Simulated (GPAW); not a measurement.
Crystal: Li2S.

```
CELL_PARAMETERS angstrom
0.00000 2.84450 2.84450
2.84450 0.00000 2.84450
2.84450 2.84450 0.00000
ATOMIC_POSITIONS crystal
S 0.00000 0.00000 0.00000
Li 0.75000 0.75000 0.75000
Li 0.25000 0.25000 0.25000
```

Base run:

- Program: GPAW 26.7.0
- Functional: PBEsol
- Potentials or basis: PAW data sets generated in the run's folder for this functional
- Cutoff: 800 eV
- Basis: pw
- k mesh: 8 × 8 × 8
- Occupations: fermi-dirac, width 0.05 eV
- Spin: no spin polarisation

Its results: band gap on the k mesh 3.21 eV, indirect (least direct gap 4.11 eV).

Question: After a change of settings the same cell gave: band gap on the k mesh 4.77 eV, indirect (least direct gap 5.68 eV). Which change was it?
A. functional from PBEsol to LDA; potentials or basis from PAW data sets generated in the run's folder for this functional to the program's PAW data sets (release 1.2.1) made for this functional
B. functional from PBEsol to r2SCAN; potentials or basis from PAW data sets generated in the run's folder for this functional to GPAW PAW data sets (gpaw-data 1.2.1)
C. functional from PBEsol to TB-mBJ; potentials or basis from PAW data sets generated in the run's folder for this functional to GPAW PAW data sets for LDA (gpaw-data 1.2.1)

Answer: C.

Caveats: a model potential gives levels but no total energy (some runs).

Not every run made on this cell is shown here.
